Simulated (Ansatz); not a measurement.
Crystal: BaTiO3.

```xyz
10
Lattice="-3.8027 -0.0566 -0.0218 -0.0219 -0.0317 -4.1303 -0.1132 -7.9735 -0.0631" Properties=species:S:1:pos:R:3 pbc="T T T"
Ba   -0.2466   -3.9791   -3.7874
Ba   -0.0540   -0.2243   -3.8091
Ti   -1.7732   -1.6800   -2.1731
Ti   -2.0067   -6.1212   -2.0029
O    -1.8588   -1.9453   -0.1906
O    -1.8152   -5.5583   -0.3551
O    -2.1087   -3.6341   -2.2729
O    -2.0275   -0.2908   -2.3182
O    -3.7738   -2.1462   -1.9271
O    -0.1085   -6.6995   -2.1549
```

Base run:

```yaml
Program: Ansatz 0.2.0
Functional: PBEsol
Potentials_or_basis: Ansatz PAW
Cutoff: "420 eV (not typed: the program's choice for these potentials)"
k_mesh: 7 × 7 × 4
Occupations: fermi-dirac, width 0.05 eV
Spin: no spin polarisation
```

Its results: band gap on the k mesh 0.33 eV, indirect (least direct gap 0.44 eV); pressure 30.0 GPa; largest force 26.328 eV/Å.

Q: The run is repeated on the same cell with these changes: functional from PBEsol to PBE; k mesh from 7 × 7 × 4 to 3 × 3 × 2. What comes out?

A: Band gap on the k mesh 0.42 eV, indirect (least direct gap 0.45 eV); pressure 36.6 GPa; largest force 26.597 eV/Å.

Several settings changed at once, so the effect can't be laid on one alone.

Caveats: some runs use coarse meshes; a pressure of tens of GPa on the cell as given is suspect, and the run, the potentials or the cell itself is likely at fault; spin-orbit coupling is left out, which moves the levels of the heavy elements; forces of over 1 eV/Å show positions far from the minimum, so gaps and moduli don't describe the material at rest; the PAW data sets come from PBE, with cores solved anew for the run's functional, which leaves a small shift of forces and pressure (some runs); odd divisions of the mesh miss points on the zone boundary, where band edges often lie, so the gap on the mesh can be too wide (some runs).

A k mesh can miss the band edges.
